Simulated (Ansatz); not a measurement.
A plane-wave DFT run in Ansatz 0.2.0 (scalar-relativistic PAW potentials unless the input names others): input and command.

```yaml
crystal:
  lattice:
    - [0.0, 0.0, 4.2967763067]
    - [-5.4399715442, 0.0, 0.0]
    - [2.7199857721, -4.7111535532, 0.0]
  atoms:
    - { symbol: Ru, position: [0.25, 0.3333333333, 0.1666666667] }
    - { symbol: Ru, position: [0.25, 0.3333333333, 0.6666666667] }
    - { symbol: Ru, position: [0.25, 0.8333333333, 0.1666666667] }
    - { symbol: Ru, position: [0.25, 0.8333333333, 0.6666666667] }
    - { symbol: Ru, position: [0.75, 0.1666666667, 0.3333333333] }
    - { symbol: Ru, position: [0.75, 0.1666666667, 0.8333333333] }
    - { symbol: Ru, position: [0.75, 0.6666666667, 0.3333333333] }
    - { symbol: Ru, position: [0.75, 0.6666666667, 0.8333333333] }
basis:
  ecutwfc: 420
kpoints:
  mp_grid: { grid: [8, 6, 6], kspacing: 0.3 }
hamiltonian:
  xc: pbe
scf:
  occupations: { method: gaussian, width: 0.1 }
  max_iter: 100
output:
  forces: true
  eigenvalues: true
  stress: true
```

```bash
ansatz run input.yaml --threads 1 --pin off --max-ram 2560MiB --backend cpu --events-out ev --progress --plain --runs-dir out
```

**Question.** Will this input run?

**Answer.** The program refuses it, because of a mesh typed together with a spacing (kpoints.mp_grid.kspacing: not typed → 0.3). Without that key it is accepted.

Abridged log:
```
Error: invalid value for `kpoints.mp_grid.kspacing`: mutually exclusive with `grid` — set one or the other
```